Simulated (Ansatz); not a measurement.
# Preparing SnO2 (P4_2/mnm) as a host crystal

Before any defect goes in: SnO2 (P4_2/mnm) at rest, and how it screens a charge.

Calculated with Ansatz 0.2.0; plane-wave PAW DFT, PBEsol; relaxation of the host's cell and atoms; PAW set soft_1, in the first sound run; inputs show where later runs differ.

Most raw output is cut from this account.

## (1) Set-up

It takes space group P4_2/mnm (No. 136, tetragonal). Conventional cell: a = 4.765 Å, b = 4.765 Å, c = 3.207 Å, α = 90.00°, β = 90.00°, γ = 90.00°. Nearest to Sn lie 6 O at 2.06 to 2.07 Å. Nearest to O lie 3 Sn at 2.06 to 2.07 Å. Farther neighbours and most contacts between anions are not listed.

## (2) Host cell relaxation

Cell and atoms are relaxed together, until forces and stress fall under their thresholds.

cell/input.yaml

```yaml
crystal:
  lattice:
    - [4.764818, 0.0, 0.0]
    - [0.0, 4.764818, 0.0]
    - [0.0, 0.0, 3.2074998]
  atoms:
    - { symbol: Sn, position: [0.5, 0.5, 0.5] }
    - { symbol: Sn, position: [0.0, 0.0, 0.0] }
    - { symbol: O, position: [0.1940277, 0.8059723, 0.5] }
    - { symbol: O, position: [0.8059723, 0.1940277, 0.5] }
    - { symbol: O, position: [0.3059723, 0.3059723, 0.0] }
    - { symbol: O, position: [0.6940277, 0.6940277, 0.0] }
basis:
  ecutwfc: 420
  xc_grid: 2
hamiltonian:
  xc: pbesol
  pseudopotentials: { kind: paw, azcp: { folder: soft_1 }, xc_functional: pbe }
kpoints:
  mp_grid: { grid: [6, 6, 9] }
scf:
  occupations: { method: fixed }
  max_iter: 100
relax:
  f_tol: 0.005
  max_steps: 60
  cell: {}
output:
  forces: true
  stress: true
checkpoint:
  write: "../cell.run"
  compress: false
  write_wavefunctions: false
  write_every: 100000
```

The run is started by

```
$ ansatz run input.yaml --threads 32 --pin off --max-ram 84787MiB --backend cpu --events-out ev --progress --plain --runs-dir out
```

It took 1.6 s on 32 threads of Arm Neoverse V2, shared host; peak memory 0.23 GiB; 30 s of CPU time.

Relaxation path:

| step | energy less that of the first step (eV) | largest force component (eV/Å) | pressure (GPa) | volume (Å³) |
| --- | --- | --- | --- | --- |
| 1 | 0.0000 | 0.0259 | 0.51 | 72.82 |
| 2 | 0.0000 | 0.0056 | 0.02 | 72.99 |
| 3 | 0.0000 | 0.0046 | 0.00 | 73.01 |
| 4 | 0.0000 | 0.0027 | 0.00 | 73.01 |
| 5* | -0.0005 | 0.0027 | 0.01 | 73.01 |

Relaxation steps marked * repeat the geometry before them on a plane-wave basis chosen anew for their cell, so energy and pressure can jump there.

Forces are held to the 16 operations that the run works with; a distortion that breaks them can't arise in this run.

| conventional cell, symmetrised | before | after | change |
| --- | --- | --- | --- |
| a (Å) | 4.765 | 4.768 | +0.1 % |
| b (Å) | 4.765 | 4.768 | +0.1 % |
| c (Å) | 3.207 | 3.212 | +0.1 % |
| volume (Å³/atom) | 12.14 | 12.17 | +0.3 % |

Final coordinates:

```xyz
6
Lattice="4.7678 0.0000 0.0000 0.0000 4.7678 0.0000 0.0000 0.0000 3.2119" Properties=species:S:1:pos:R:3 pbc="T T T"
Sn    2.3839    2.3839    1.6060
Sn    0.0000    0.0000    0.0000
O     0.9237    3.8441    1.6060
O     3.8441    0.9237    1.6060
O     1.4602    1.4602    0.0000
O     3.3076    3.3076    0.0000
```

This step gave:

| Property | Result |
| --- | --- |
| pressure | 0.01067 GPa |

## (3) Dielectric tensors of the host

The response to a uniform electric field gives the electronic dielectric tensor.

This step: plane-wave PAW DFPT, PBEsol; dielectric tensors, Born charges and zone-centre modes of the host; PAW set soft_1 (Ansatz 0.2.0).

eps/input.yaml

```yaml
crystal:
  lattice:
    - [4.7678119647, 0.0, 0.0]
    - [0.0, 4.7678119647, 0.0]
    - [0.0, 0.0, 3.2119025763]
  atoms:
    - { symbol: Sn, position: [0.5, 0.5, 0.5] }
    - { symbol: Sn, position: [0.0, 0.0, 0.0] }
    - { symbol: O, position: [0.1937278502, 0.8062721498, 0.5] }
    - { symbol: O, position: [0.8062721498, 0.1937278502, 0.5] }
    - { symbol: O, position: [0.3062721498, 0.3062721498, 0.0] }
    - { symbol: O, position: [0.6937278502, 0.6937278502, 0.0] }
basis:
  ecutwfc: 420
hamiltonian:
  xc: pbesol
  pseudopotentials: { kind: paw, azcp: { folder: soft_1 }, xc_functional: pbe }
kpoints:
  mp_grid: { grid: [5, 5, 7] }
scf:
  occupations: { method: fixed }
  max_iter: 100
phonons:
  method: dfpt
  dielectric: true
  rigid_motions: translations
```

Elapsed: 13 s, on 32 threads; peak memory 1 GiB; 4.5 min of CPU time.

Electronic dielectric tensor:

```
4.60 0.00 0.00
0.00 4.60 0.00
0.00 0.00 4.91
```

Static dielectric tensor:

```
13.48  0.00  0.00
 0.00 13.48  0.00
 0.00  0.00 10.42
```

The principal values of the electronic dielectric tensor are 4.60, 4.60 and 4.91. The principal values of the static dielectric tensor are 10.42, 13.48 and 13.48.

## (4) Defect free supercell relaxed in its symmetry

This cell, the one that will hold the defects, is built from the relaxed host. Its coarser k-points can move the atoms a little, so it is relaxed from the symmetric sites, as the reference for the test of stability.

This step: plane-wave PAW DFT, PBEsol; relaxation of the defect-free supercell in its symmetry; PAW set soft_1 (Ansatz 0.2.0).

System of this step: SnO2 (P4_2/mnm). The cell holds 96 atoms: 32 Sn and 64 O. Cell: a = 11.498 Å, b = 11.498 Å, c = 13.485 Å, α = 54.1°, β = 54.1°, γ = 71.8°.

pristine.symmetric/input.yaml

```yaml
crystal:
  lattice:
    - [0.0, 9.5356239294, 6.4238051527]
    - [9.5356239294, 0.0, 6.4238051527]
    - [9.5356239294, 9.5356239294, 0.0]
  atoms:
    - { symbol: Sn, position: [0.125, 0.125, 0.125] }
    - { symbol: Sn, position: [0.375, 0.375, 0.375] }
    - { symbol: Sn, position: [0.0, 0.0, 0.0] }
    - { symbol: Sn, position: [0.25, 0.25, 0.25] }
    - { symbol: O, position: [0.0281360749, 0.2218639251, 0.375] }
    - { symbol: O, position: [0.2781360749, 0.4718639251, 0.125] }
    - { symbol: O, position: [0.2218639251, 0.0281360749, 0.375] }
    - { symbol: O, position: [0.4718639251, 0.2781360749, 0.125] }
    - { symbol: O, position: [0.0, 0.0, 0.1531360749] }
    - { symbol: O, position: [0.25, 0.25, 0.4031360749] }
    - { symbol: O, position: [0.0, 0.0, 0.3468639251] }
    - { symbol: O, position: [0.25, 0.25, 0.0968639251] }
    - { symbol: Sn, position: [0.125, 0.125, 0.625] }
    - { symbol: Sn, position: [0.375, 0.375, 0.875] }
    - { symbol: Sn, position: [0.0, 0.0, 0.5] }
    - { symbol: Sn, position: [0.25, 0.25, 0.75] }
    - { symbol: O, position: [0.0281360749, 0.2218639251, 0.875] }
    - { symbol: O, position: [0.2781360749, 0.4718639251, 0.625] }
    - { symbol: O, position: [0.2218639251, 0.0281360749, 0.875] }
    - { symbol: O, position: [0.4718639251, 0.2781360749, 0.625] }
    - { symbol: O, position: [0.0, 0.0, 0.6531360749] }
    - { symbol: O, position: [0.25, 0.25, 0.9031360749] }
    - { symbol: O, position: [0.0, 0.0, 0.8468639251] }
    - { symbol: O, position: [0.25, 0.25, 0.5968639251] }
    - { symbol: Sn, position: [0.125, 0.625, 0.125] }
    - { symbol: Sn, position: [0.375, 0.875, 0.375] }
    - { symbol: Sn, position: [0.0, 0.5, 0.0] }
    - { symbol: Sn, position: [0.25, 0.75, 0.25] }
    - { symbol: O, position: [0.0281360749, 0.7218639251, 0.375] }
    - { symbol: O, position: [0.2781360749, 0.9718639251, 0.125] }
[... 60 atom lines left out ...]
    - { symbol: O, position: [0.7218639251, 0.5281360749, 0.875] }
    - { symbol: O, position: [0.9718639251, 0.7781360749, 0.625] }
    - { symbol: O, position: [0.5, 0.5, 0.6531360749] }
    - { symbol: O, position: [0.75, 0.75, 0.9031360749] }
    - { symbol: O, position: [0.5, 0.5, 0.8468639251] }
    - { symbol: O, position: [0.75, 0.75, 0.5968639251] }
basis:
  ecutwfc: 420
  xc_grid: 2
hamiltonian:
  xc: pbesol
  pseudopotentials: { kind: paw, azcp: { folder: soft_1 }, xc_functional: pbe }
kpoints:
  mp_grid: { grid: [1, 1, 1] }
scf:
  occupations: { method: fermi_dirac, width: 0.01 }
  max_iter: 100
  lower_state_search: "off"
output:
  forces: true
relax:
  f_tol: 0.015
  max_steps: 60
  escape_saddle: false
checkpoint:
  write: "../pristine.symmetric.run"
  compress: false
  write_wavefunctions: false
  write_every: 100000
```

The run is started by

```
$ ansatz run input.yaml --threads 32 --pin off --max-ram 84787MiB --backend cuda --events-out ev --progress --plain --runs-dir out --max-vram 78GiB
```

It took 2 s on 1 × NVIDIA GB200 with 32 threads; peak memory 1.3 GiB.

No atom moved by 0.005 Å in the relaxation.

## (5) Defect free supercell relaxed from displaced atoms

This step: plane-wave PAW DFT, PBEsol; relaxation of the defect-free supercell from random displacements, a test of the host's stability; PAW set soft_1 (Ansatz 0.2.0).

pristine.rattled/input.yaml, as its differences from pristine.symmetric/input.yaml of step 4:

```diff
@@ -59,6 +59,6 @@
   f_tol: 0.015
-  max_steps: 60
-  escape_saddle: false
+  max_steps: 120
+  random_displacement: { amplitude: 0.06, seed: 9660 }
 checkpoint:
-  write: "../pristine.symmetric.run"
+  write: "../pristine.rattled.run"
   compress: false
```

Elapsed: 3.6 s, on 1 × NVIDIA GB200 with 32 threads; peak memory 1.2 GiB; 14 s of CPU time.

The steps of the relaxation:

| step | energy less that of the first step (eV) | largest force component (eV/Å) |
| --- | --- | --- |
| 1 | 0.0000 | 2.4186 |
| 2 | -2.4811 | 1.2447 |
| 3 | -2.9808 | 0.0178 |
| 4 | -2.9809 | 0.0177 |
| 5 | -2.9813 | 0.0004 |

The relaxation ends 31 meV an atom lower than the displaced start, with a largest force component of 4.4e-4 eV/Å.

## (6) Host on a dense mesh

This step: plane-wave PAW DFT, PBEsol; single point of the defect-free host, a test of the k-point sampling; PAW set soft_1 (Ansatz 0.2.0).

System of this step: SnO2 (P4_2/mnm). The structure is tetragonal, space group P4_2/mnm (No. 136). Conventional cell: a = 4.768 Å, b = 4.768 Å, c = 3.212 Å, α = 90.00°, β = 90.00°, γ = 90.00°. Sn has 6 O at 2.07 Å nearest. O has 3 Sn at 2.07 Å nearest. Farther neighbours and most contacts between anions are not listed.

dense/input.yaml, as its differences from eps/input.yaml of step 3:

```diff
@@ -14,2 +14,3 @@
   ecutwfc: 420
+  xc_grid: 2
 hamiltonian:
@@ -18,9 +19,11 @@
 kpoints:
-  mp_grid: { grid: [5, 5, 7] }
+  mp_grid: { grid: [6, 6, 9] }
 scf:
-  occupations: { method: fixed }
+  occupations: { method: fermi_dirac, width: 0.01 }
   max_iter: 100
-phonons:
-  method: dfpt
-  dielectric: true
-  rigid_motions: translations
+  lower_state_search: "off"
+checkpoint:
+  write: "../dense.run"
+  compress: false
+  write_wavefunctions: false
+  write_every: 100000
```

The run is started by

```
$ ansatz run input.yaml --threads 32 --pin off --max-ram 84787MiB --backend cpu --events-out ev --progress --plain --runs-dir out
```

Run time: 0.45 s. Hardware: 32 threads; peak memory 0.18 GiB.

## (7) Defect free supercell at the zone centre

The supercell is run at the zone centre, to see how far that sampling misses the dense mesh.

System of this step: SnO2 (P4_2/mnm). The cell holds 96 atoms: 32 Sn and 64 O. Its edges and angles: a = 11.498 Å, b = 11.498 Å, c = 13.485 Å, α = 54.1°, β = 54.1°, γ = 71.8°.

pristine.sampling_gamma/input.yaml, as its differences from pristine.rattled/input.yaml of step 5:

```diff
@@ -55,10 +55,4 @@
   lower_state_search: "off"
-output:
-  forces: true
-relax:
-  f_tol: 0.015
-  max_steps: 120
-  random_displacement: { amplitude: 0.06, seed: 9660 }
 checkpoint:
-  write: "../pristine.rattled.run"
+  write: "../pristine.sampling_gamma.run"
   compress: false
```

The run is started by

```
$ ansatz run input.yaml --threads 32 --pin off --max-ram 84787MiB --backend cuda --events-out ev --progress --plain --runs-dir out --max-vram 78GiB
```

It took 1.4 s on 1 × NVIDIA GB200 with 32 threads; peak memory 1.2 GiB; 3.1 s of CPU time.

## (8) Defect free supercell at the quarter point

The supercell is run at one point off the zone centre, to see how far that sampling misses the dense mesh.

pristine.sampling_quarter/input.yaml, as its differences from pristine.sampling_gamma/input.yaml of step 7:

```diff
@@ -50,3 +50,3 @@
 kpoints:
-  mp_grid: { grid: [1, 1, 1] }
+  mp_grid: { grid: [1, 1, 1], shift: [0.25, 0.25, 0.25] }
 scf:
@@ -56,3 +56,3 @@
 checkpoint:
-  write: "../pristine.sampling_gamma.run"
+  write: "../pristine.sampling_quarter.run"
   compress: false
```

The job ended after 2.1 s (1 × NVIDIA GB200 with 32 threads; peak memory 1.3 GiB).

## (9) Outcome

```
primitive cell vectors, lengths                                      : 4.768, 4.768, 3.212 Å
electronic dielectric constant                                       : principal values (4.60, 4.60, 4.91)
static dielectric constant                                           : principal values (10.42, 13.48, 13.48)
gap on the k-mesh of the response run (PBEsol)                       : 0.92 eV
supercell relaxed in its symmetry less the displaced and relaxed one : 0.000 eV
energy an atom at the zone centre alone less that on the dense mesh  : 0.012 eV
energy an atom at one point at (¼, ¼, ¼) less that on the dense mesh : 0.005 eV
```

Step 5: The energy fell by 2.981 eV from the randomly displaced start; the atoms end within 0.005 Å of the sites as typed, once the mean shift is taken out. The displaced cell ends within 0.01 eV of the symmetric one relaxed in its symmetry, so no lower structure shows in this supercell. The k-mesh can miss the band edges, so this gap is an upper bound at this level. All at zero temperature.

[Logs are printed without paths, hosts, clocks, repeated set-up lines and the standing remarks that a program may print on its own settings, such as how far it seeks lower states.]

[Hosts, paths, dates, database ids (printed as entryN), source tags and the programs' standing remarks are cut or masked in the printed files.]

[Runs of the host that timed out are not shown.]

[For some hosts the program warned that the k-mesh of the response run may be too coarse for force constants and the static dielectric constant; such warnings are not always shown.]

[The program warned that the k-mesh of a response run behind this text may be too coarse: force constants, and the static dielectric constant and all else formed from them, are not shown converged.]
